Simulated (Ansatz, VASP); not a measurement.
MgO2 in VASP and in Ansatz

```xyz
3
Lattice="1.6048 0.9265 3.4940 -1.6048 0.9265 3.4940 0.0000 -1.8530 3.4940" Properties=species:S:1:pos:R:3 pbc="T T T"
Mg    0.0000    0.0000    0.0000
O     0.0000    0.0000    4.4945
O     0.0000    0.0000    5.9874
```

Alike in both runs: task relaxation of cell and atoms; functional r2SCAN; k mesh 6 × 6 × 6; occupations gaussian, width 0.1 eV; no spin polarisation.

|  | VASP | Ansatz |
| --- | --- | --- |
| version | VASP 6.6.1 | Ansatz 0.2.0 |
| potentials or method | VASP PAW PBE potentials, release 64 (Mg, O) | scalar-relativistic, plane waves, PAW |
| plane-wave cutoff (eV) | 600 | 500 |
| valence electrons in the cell | 14 | 22 |

|  | VASP | Ansatz | Ansatz less VASP |
| --- | --- | --- | --- |
| gap on the k mesh at the Fermi level, each at its own relaxed structure (eV) | 3.06 | 3.17 | +0.112 |
| relaxed volume (Å³/atom) | 9.90 | 9.96 | +0.060 |
| relaxed cell length with the largest relative difference (Å) | 3.906 | 3.910 | +0.0043 |
| energy change over the relaxation (meV/atom) | -10 | -8 | +2.2 |

The two sets of potentials don't hold the same shells in valence.

Caveats: the PAW data sets were made with another functional, which shifts forces and pressure a little (VASP). r2SCAN opens gaps a little over a GGA but as a rule still falls short of measured ones. A k mesh can miss the band edges.
